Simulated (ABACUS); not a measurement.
## CoO in ABACUS: the effect of functional

CoO:

```
Co O
1.0
     0.00000    2.17330    2.17330
     2.17330    0.00000    2.17330
     2.17330    2.17330    0.00000
Co O
1 1
Cartesian
  0.0000 0.0000 0.0000
  2.1733 2.1733 2.1733
```

The cell isn't the ideal one: volume scaled by 1.06.

Alike in all runs:

| Quantity | Value |
| --- | --- |
| Program | ABACUS 3.10.1 |
| Task | equation of state |
| Potentials or basis | SG15 ONCV 1.2 PBE |
| Cutoff | 1320 eV |
| Density cutoff | 5279 eV |
| Basis | plane waves |
| k mesh | 8 × 8 × 8 |
| Occupations | fermi-dirac, width 0.05 eV |
| Spin | collinear spin, ferromagnetic start |
| Starting moments | [2.0, 0.0] μB |

```tsv
functional	pressure (GPa)	moment (μB)
LDA	?	?
PBEsol	-18.3	3.00
r2SCAN	-16.9	3.00
```

Q: What does the run with functional LDA give?

A: Pressure -26.0 GPa; moment 2.94 μB.

Caveats: the potentials were made for another functional, which shifts forces and pressure; a cell with one magnetic atom can't hold antiferromagnetic order, which such compounds often take.
